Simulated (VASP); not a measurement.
Here is a VASP 6.6.1 calculation.

File INCAR:

```
  PREC = Accurate
  ENCUT = 520
  EDIFF = 1E-7
  ISMEAR = 0
  SIGMA = 0.15
  LREAL = F
  LASPH = T
  NELM = 100
  ALGO = Fast
  ISIF = 2
  LWAVE = F
  LCHARG = T
  LELF = T
  LVHAR = T
  NBANDS = 12
```

The input KPOINTS:

```
Automatic mesh
0
Gamma
  20 20 20
```

The input POSCAR:

```
Nb
1.0
   -1.6639500000      1.9135425000      1.6639500000
    1.6639500000     -1.9135425000      1.6639500000
    1.6639500000      1.9135425000     -1.6639500000
Nb
1
Direct
    0.0000000000      0.0000000000      0.0000000000
```

Potentials or basis: VASP PAW LDA potentials, release 64 (Nb_sv).

Command:

```sh
$ cat potpaw_LDA.64/Nb_sv/POTCAR > POTCAR
$ mpirun -np 1 vasp_std > vasp.out
```

(1) What does it give for the pressure?

(2) Predict the band gap on the k mesh.

Answers

(1) -26.2 GPa.

(2) none (metal or under the smearing width).

Caveat: so large a pressure means that the cell lies far from this level's equilibrium, or that cutoff or potentials fall short.
